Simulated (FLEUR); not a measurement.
**C: equation of state with SCAN**

**Experimental background.**

From “Equation of state of cubic boron nitride at high pressures and temperatures”, 2007, arxiv:cond-mat/0702656, for a bulk crystal of C: bulk modulus 442 ± 5 GPa.

Crystal: C.

```
CELL_PARAMETERS angstrom
0.00000 1.78337 1.78337
1.78337 0.00000 1.78337
1.78337 1.78337 0.00000
ATOMIC_POSITIONS crystal
C 0.75000 0.75000 0.75000
C 0.50000 0.50000 0.50000
```

This isn't the form of C at room conditions, which is graphite.

```json
{"Program": "FLEUR MaX-R8.1 (later development tree)", "Task": "equation of state", "Functional": "SCAN", "Potentials or basis": "all-electron", "Basis": "FLAPW", "Kmax": "5.5 1/bohr", "k mesh": "13 × 13 × 13", "Occupations": "fermi-dirac, width 0.05 eV", "Spin": "no spin polarisation"}
```

* Equilibrium volume: 5.60 Å³/atom
* Bulk modulus: 462 GPa

Energy against volume, from the lowest point:
| volume (Å³/atom) | energy (meV/atom) |
| --- | --- |
| 5.332 | 19.77 |
| 5.445 | 5.75 |
| 5.672 | 0.00 |
| 5.899 | 19.19 |
| 6.012 | 36.69 |

A measured bulk modulus of C is 442 GPa (quoted in “Equation of state of cubic boron nitride at high pressures and temperatures”, 2007, arxiv:cond-mat/0702656); the calculated 462 GPa misses it by +4.5 %. 3 values of this kind are on record (442 to 444.8 GPa); this one was drawn at random among those near their median, those with a stated uncertainty first. The fit is for a static lattice scaled at fixed shape and fixed fractional positions. The cell as given is a measured one (5.67 Å³/atom); SCAN puts the equilibrium volume -1.2 % from it, thermal expansion not counted.

Caveat: the meta-GGA is that of a development version, with a GGA for the radial functions and cores and without core tails.
